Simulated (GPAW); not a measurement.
# BN (F-43m) in GPAW: G0W0 quasiparticle levels with LDA

Aim: the G0W0 quasiparticle levels of BN with LDA.

All numbers are computed with GPAW 26.7.0; they aren't measurements. Logs are shortened: lines on timing, memory, paths and dates and some standing lists are left out, and cuts for length are marked. The log counts tension as positive stress, the text compression.

**The experiment to reproduce.**

A printed reference work, monograph reports, for a bulk crystal of BN at 300 K: band gap 6.4 eV (indirect).

How close the calculation comes is told below.

## (1) The crystal as given

The structure is cubic, space group F-43m (No. 216). The conventional cell has a = 3.626 Å, b = 3.626 Å, c = 3.626 Å, α = 90.00°, β = 90.00°, γ = 90.00°. Around N (site symmetry -43m) lie 4 B at 1.57 Å. B (site symmetry -43m) is surrounded by 4 N at 1.57 Å.

The cell is a database's computed one.

## (2) G0W0 quasiparticle levels, LDA

The input, run.py:

```python
import json
import numpy as np
from ase import Atoms
from ase.dft.bandgap import bandgap
from ase.io import write
from gpaw import GPAW, PW
from gpaw.response.g0w0 import G0W0

atoms = Atoms(['N', 'B'],
              cell=[[0.0, 1.813001, 1.813001],
                    [1.813001, 0.0, 1.813001],
                    [1.813001, 1.813001, 0.0]],
              scaled_positions=[[0.25, 0.25, 0.25],
                                [0.0, 0.0, 0.0]],
              pbc=True)

calc = GPAW(mode=PW(600),
            xc='LDA',
            kpts={'size': (8, 8, 8), 'gamma': True},
            occupations={'name': 'fermi-dirac', 'width': 0.001},
            nbands=11,
            convergence={'density': 1e-06},
            maxiter=150,
            txt='gpaw.txt')
atoms.calc = calc
energy = atoms.get_potential_energy()
calc.write('gs.gpw')
write('result.traj', atoms)
print(f'Energy: {energy:.6f} eV')
print('Fermi level:', round(calc.get_fermi_level(), 4), 'eV')
print(f'Gap: {bandgap(calc)[0]:.4f} eV, direct: {bandgap(calc, direct=True)[0]:.4f} eV')

calc.diagonalize_full_hamiltonian(nbands=53)
calc.write('full.gpw', mode='all')

ibz = calc.get_ibz_k_points()
gap, vbm, cbm = bandgap(calc, output=None)
gap, direct, _ = bandgap(calc, direct=True, output=None)
gamma = int(np.abs(ibz).sum(1).argmin())
kpts = sorted({gamma, vbm[1], cbm[1], direct[1]})
gw = G0W0(calc='full.gpw',
          filename='gw',
          ecut=150,
          ecut_extrapolation=True,
          relbands=(-2, 2),
          kpts=kpts,
          integrate_gamma='WS',
          ppa=True)
gw.calculate()
results = {mode: {key: np.asarray(r[key]).tolist() for key in ['f', 'eps', 'vxc', 'exx', 'sigma', 'Z', 'qp', 'sigma_eskn']}
           for mode, r in gw.all_results.items()}
json.dump({'kpts': ibz[kpts].tolist(), 'results': results}, open('gw.json', 'w'))
for mode, r in results.items():
    f, qp = np.array(r['f']), np.array(r['qp'])
    print(mode, 'quasiparticle energies (eV):')
    print(qp.round(3))
    print(mode, 'gap:', round(qp[f < 0.5].min() - qp[f > 0.5].max(), 4), 'eV')
```

Potentials or basis: the program's PAW data sets (release 1.2.1) made for this functional, pw.

Launch:

```bash
$ OMP_NUM_THREADS=1 python run.py
```

gpaw.txt:

```text
__  _  _
 | _ |_)|_||  |
 |__||  | ||/\| - 26.7.0

Input parameters:
  mode=PW(ecut=600.0),
  convergence={'density': 1e-06},
  kpts=MonkhorstPack(size=(8, 8, 8), gamma=True),
  maxiter=150,
  nbands=11,
  occupations=Occupations(name='fermi-dirac', width=0.001),
  xc=XC(name='LDA')

Diagonalizing LCAO Hamiltonian
Converting LCAO to pw mode

          N
       B

Atoms  # Å, Bohr magnetons
|   | symbol |        x |        y |        z |    initial magnetic moments |
|---|--------|----------|----------|----------|-----------------------------|
| 0 |      N | 0.906501 | 0.906501 | 0.906501 | ( 0.0000,  0.0000,  0.0000) |
| 1 |      B | 0.000000 | 0.000000 | 0.000000 | ( 0.0000,  0.0000,  0.0000) |

Unit cell  # Å
| periodic |        x |        y |        z |  lengths |    angles |
|----------|----------|----------|----------|----------|-----------|
|      yes | 0.000000 | 1.813001 | 1.813001 | 2.563971 | 60.000000 |
|      yes | 1.813001 | 0.000000 | 1.813001 | 2.563971 | 60.000000 |
|      yes | 1.813001 | 1.813001 | 0.000000 | 2.563971 | 60.000000 |

Number of symmetries: 24
Symmetry operations  # r_c * U_cc + t_c -> r_c
|    | kind |            matrix            |
|----|------|------------------------------|
|  0 |  E   |  1, 0, 0,  0, 1, 0,  0, 0, 1 |
|  1 |  σ   |  1, 0, 0,  0, 0, 1,  0, 1, 0 |
|  2 |  σ   |  1, 0,-1,  0, 1,-1,  0, 0,-1 |
|  3 |  C3  |  1, 0,-1,  0, 0,-1,  0, 1,-1 |
|  4 |  C3  |  1,-1, 0,  0,-1, 1,  0,-1, 0 |
|  5 |  σ   |  1,-1, 0,  0,-1, 0,  0,-1, 1 |
|  6 |  σ   |  0, 1, 0,  1, 0, 0,  0, 0, 1 |
|  7 |  C3  |  0, 1, 0,  0, 0, 1,  1, 0, 0 |
|  8 |  C2  |  0, 1,-1,  1, 0,-1,  0, 0,-1 |
|  9 |  S4  |  0, 1,-1,  0, 0,-1,  1, 0,-1 |
| 10 |  C3  |  0, 0, 1,  1, 0, 0,  0, 1, 0 |
| 11 |  σ   |  0, 0, 1,  0, 1, 0,  1, 0, 0 |
| 12 |  S4  |  0, 0,-1,  1, 0,-1,  0, 1,-1 |
| 13 |  C3  |  0, 0,-1,  0, 1,-1,  1, 0,-1 |
| 14 |  S4  |  0,-1, 1,  1,-1, 0,  0,-1, 0 |
| 15 |  C2  |  0,-1, 1,  0,-1, 0,  1,-1, 0 |
| 16 |  C3  |  0,-1, 0,  1,-1, 0,  0,-1, 1 |
| 17 |  S4  |  0,-1, 0,  0,-1, 1,  1,-1, 0 |
| 18 |  S4  | -1, 1, 0, -1, 0, 1, -1, 0, 0 |
| 19 |  C3  | -1, 1, 0, -1, 0, 0, -1, 0, 1 |
| 20 |  C3  | -1, 0, 1, -1, 1, 0, -1, 0, 0 |
| 21 |  S4  | -1, 0, 1, -1, 0, 0, -1, 1, 0 |
| 22 |  σ   | -1, 0, 0, -1, 1, 0, -1, 0, 1 |
| 23 |  C2  | -1, 0, 0, -1, 0, 1, -1, 1, 0 |

BZ-sampling:
  Number of BZ points: 512
  Number of IBZ points: 29

  Monkhorst-Pack size: [8, 8, 8]
  Monkhorst-Pack shift: [0.0625, 0.0625, 0.0625]

K-points  # in reciprocal-cell coordinates
|     |                                coordinates |     weight |
|-----|--------------------------------------------|------------|
|   0 | (  0.00000000,   0.00000000,   0.00000000) | 0.00195312 |
|   1 | (  0.12500000,   0.12500000,   0.00000000) | 0.01171875 |
|   2 | (  0.12500000,   0.12500000,   0.12500000) | 0.01562500 |
|   3 | (  0.25000000,   0.12500000,   0.12500000) | 0.02343750 |
|   4 | (  0.25000000,   0.25000000,   0.00000000) | 0.01171875 |
|   5 | (  0.25000000,   0.25000000,   0.12500000) | 0.04687500 |
|   6 | (  0.25000000,   0.25000000,   0.25000000) | 0.01562500 |
|   7 | (  0.37500000,   0.25000000,  -0.37500000) | 0.04687500 |
|   8 | (  0.37500000,   0.25000000,   0.12500000) | 0.04687500 |
|   9 | (  0.37500000,   0.25000000,   0.25000000) | 0.04687500 |
| ... |                                            |            |
|  28 | (  0.50000000,   0.50000000,   0.50000000) | 0.00781250 |

Plane wave coefficients: 415
Cutoff: 600.0 eV

Spin-components: 1 (collinear spins)
Bands:           11
Projectors:      10
Spin-degeneracy: 2
Datatype:        complex128

Parallelization:
  kpt:    1
  domain: 1
  band:   1

Density:
  Valence electrons: 8.0
  Components: 1
  Grid points: [15 15 15]
  Charge: 0.0  # |e|

Potential:
  Grid points: [15 15 15]

species:
  N:
    name:    Nitrogen
    Z:       7.0
    valence: 5
    core:    2
    charge:  0.0  # [|e|]
    compensation charges:
      type: gauss
      rc: 0.18  # [Å]
      lmax: 2
    cutoffs:
      filter: 1.11  # [Å]
      core: 0.96  # [Å]
    projectors
    | kind |    occ | energy [eV] | rcut [Å] |
    |------|--------|-------------|----------|
    |   2s |  2.000 |     -18.420 |    0.603 |
    |   2p |  3.000 |      -7.237 |    0.529 |
    |    s |        |       8.791 |    0.603 |
    |    p |        |      19.974 |    0.529 |
    |    d |        |       0.000 |    0.577 |

    Using partial waves for N as LCAO basis

  B:
    name:    Boron
    Z:       5.0
    valence: 3
    core:    2
    charge:  0.0  # [|e|]
    compensation charges:
      type: gauss
      rc: 0.20  # [Å]
      lmax: 2
    cutoffs:
      filter: 1.14  # [Å]
      core: 1.42  # [Å]
    projectors
    | kind |    occ | energy [eV] | rcut [Å] |
    |------|--------|-------------|----------|
    |   2s |  2.000 |      -9.383 |    0.635 |
    |   2p |  1.000 |      -3.714 |    0.635 |
    |    s |        |      17.828 |    0.635 |
    |    p |        |      23.498 |    0.635 |
    |    d |        |       0.000 |    0.635 |

    Using partial waves for B as LCAO basis

Reference energy: -2133.488728  # eV

eigensolver:
  PPCG
  Converge bands: occupied
  niter=2

density mixing:
  MSR1-Mixer
  Pratt-step length: 0.05
  Maximum mixing coefficient: 0.75
  Old densities: 10
  SVD Regularization: 0.005
  Good broyden scale: 1.0
  Trust region scale: 1.0
  Backstep threshold: 4.0
  History deletion threshold: 6.0
  Fourier metric: weight=20.0, sigma=0.015

occupation numbers:
  Fermi-Dirac:
    width: 0.0010  # eV

poisson solver:
  ecut: 4800.0  # eV

xc functional:
  name: None

convergence criteria:
- Maximum integral of absolute [dens]ity change: 1e-06 electrons / valence electron
- Maximum [total energy] change in last 3 cyles: 0.0005 eV / valence electron
- Maximum integral of absolute [eigenst]ate change: 4e-08 eV^2 / valence electron
maximum number of iterations: 150

SCF iterations
|iter     | |      energy | eigst |  dens |
|---------|-|-------------|-------|-------|
|iter:   1| |  -20.205153 | +0.07 |       |
|iter:   2| |  -20.024926 | -2.10 | -0.74 |
|iter:   3| |  -19.301623 | -1.41 | -0.78 |
|iter:   4| |  -19.281477 | -3.07 | -1.39 |
|iter:   5| |  -19.279318 | -3.65 | -1.86 |
|iter:   6| |  -19.279317c| -5.43 | -2.61 |
|iter:   7| |  -19.279317c| -7.34 | -3.68 |
|iter:   8| |  -19.279318c| -7.61c| -4.35 |
|iter:   9| |  -19.279318c| -8.78c| -5.97 |
|iter:  10| |  -19.279318c| -9.83c| -6.63c|

Converged in 10 steps
Energy contributions relative to reference atoms: (reference = -2133.488728)

Energy contributions:
  Kinetic:          14.715518
  Coulomb:         -13.880537
  Zero:             -0.001450
  External:          0.000000
  Xc:              -20.112848
  Entropy:          -0.000000
  Spinorbit:         0.000000
  ----------------------------
  Free energy:     -19.279318
  Extrapolated:    -19.279318

dipole moment: (-7.347658, -7.347658, -7.347658)  # |e|*Ang

Fermi level: 11.911
Eigenvalues  # (at kpt = [0.000, 0.000, 0.000])
| band index |      eig [eV] | occ [0-2] |
|------------|---------------|-----------|
|          0 |       -10.285 |     2.000 |
|          1 |         9.703 |     2.000 |
|          2 |         9.703 |     2.000 |
|          3 |         9.703 |     2.000 |
|          4 |        18.350 |     0.000 |
|          5 |        18.350 |     0.000 |
|          6 |        18.350 |     0.000 |
|          7 |        19.969 |     0.000 |
|          8 |        34.036 |     0.000 |
|          9 |        37.511 |     0.000 |
|         10 |        37.702 |     0.000 |

Gap: 4.331 eV
Transition (v -> c):
  (s=0, k=0, n=3, [0.00, 0.00, 0.00]) -> (s=0, k=24, n=4, [0.50, 0.50, 0.00])
Direct/indirect transitions are different
Direct gap: 8.647 eV
Transition at: (s=0, k=0, n=3, [0.00, 0.00, 0.00])
# Writing to gs.gpw (mode='')

Matrix size: 415x415
# Writing to full.gpw (mode='all')
```

Wall time 3.5 min (1 thread of Arm Neoverse V1, shared host); peak memory 0.36 GiB.

What came out:

| Item | Value |
| --- | --- |
| Free energy | -19.2793 eV |
| Band gap on the k mesh, mean-field level | 4.33 eV, indirect (least direct gap 8.65 eV) |
| Quasiparticle gap | 6.12 eV |
| Least direct quasiparticle gap | 10.99 eV |

Levels at points of the mesh, in eV from the valence-band top:
| k point | band 2 | band 3 | band 4 | band 5 | band 6 | band 7 |
| --- | --- | --- | --- | --- | --- | --- |
| (0.00, 0.00, 0.00) | 0.00 | 0.00 | 0.00 | 8.65 | 8.65 | 8.65 |
| (0.50, 0.50, 0.00) | -8.82 | -4.88 | -4.88 | 4.33 | 9.10 | 17.59 |
| (0.50, 0.50, 0.50) | -10.63 | -1.92 | -1.92 | 10.08 | 10.53 | 10.53 |

Caveat: the k mesh is coarse; the quasiparticle gap is taken among the few k points that were corrected; the long-wavelength limit can be off by a per cent or two.

## (3) Comparison with measurements

Step 2. A measured gap of BN is 6.4 eV (indirect; 300 K; a printed reference work, monograph); the calculated 6.12 eV misses it by -0.28 eV. The value is that of G0W0 on LDA, without temperature or zero-point motion. The cell is a database's relaxed one, not the measured one, which moves gaps too.
